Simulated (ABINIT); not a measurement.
## PtS2: one-shot levels of the hybrid B3LYP with PBE

The system is PtS2.

```
Pt S
1.0
     3.54320    0.00000    0.00000
    -1.77160    3.06850    0.00000
     0.00000    0.00000    5.03880
Pt S
1 2
Direct
  0.00000 0.00000 0.00000
  0.66667 0.33333 0.77300
  0.33333 0.66667 0.22700
```

```yaml
Program: ABINIT 10.8.3 (patched build)
Task: one-shot levels of the hybrid B3LYP
Functional: PBE
Potentials_or_basis: PseudoDojo NC SR PBE v0.4.1 standard
Cutoff: 952 eV
k_mesh: 5 × 5 × 3
Occupations: fixed
Spin: no spin polarisation
Bands_in_the_sums: 23
One-shot_functional: B3LYP
```

```
Band gap on the k mesh                 : 1.32 eV, indirect (least direct gap 1.41 eV)
Band gap of the one-shot hybrid        : 2.34 eV
Direct band gap of the one-shot hybrid : 2.56 eV
```

Run time: 4.2 min on 1 thread of Intel(R) Xeon(R) Platinum 8488C (Sapphire Rapids) (shared host), peak memory 0.43 GiB.

Caveat: spin-orbit coupling is left out, which moves the levels of the heavy elements; an odd mesh through Γ misses points on the zone boundary, where band edges often lie.
